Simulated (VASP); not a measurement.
Runs of VASP 6.6.1 on Sb. The cell holds a slab with vacuum, 2 atoms: a = 4.308 Å, b = 4.308 Å, c = 19.507 Å, α = 90.00°, β = 90.00°, γ = 120.00°. 

```csv
task,level,spin,cell,k mesh,cutoff (eV),grid for exact exchange (PRECFOCK),screening parameter,gap on the mesh (eV),largest force (eV/Å),work function (eV)
single point,PBE,off,as given,12 × 12 × 1,520,-,-,1.12,-,-
relaxation of the atoms,PBE,off,atoms relaxed,12 × 12 × 1,520,-,-,1.12,-,-
single point,HSE06,off,as given,6 × 6 × 1,520,Fast,0.2 1/A,1.73,(a),-
single point,HSE06,"SOC, no magnetisation",as given,6 × 6 × 1,520,Normal,0.2 1/A,-,0.49,5.15
single point,PBE,"SOC, no magnetisation",as given,12 × 12 × 1,520,-,-,-,-,(b)
```

Alike in all rows: potentials or basis VASP PAW PBE potentials, release 64 (Sb); smearing gaussian 0.05 eV.

Problem. Estimate the missing entries.

Solution. (a) 0.50; (b) 4.72.

Caveats: spin-orbit coupling is left out, which moves the levels of the heavy elements (some runs); the PAW data sets were made with another functional, which shifts forces and pressure a little (some runs).

A k mesh can miss the band edges, and rows without SOC leave out spin-orbit coupling on Sb.
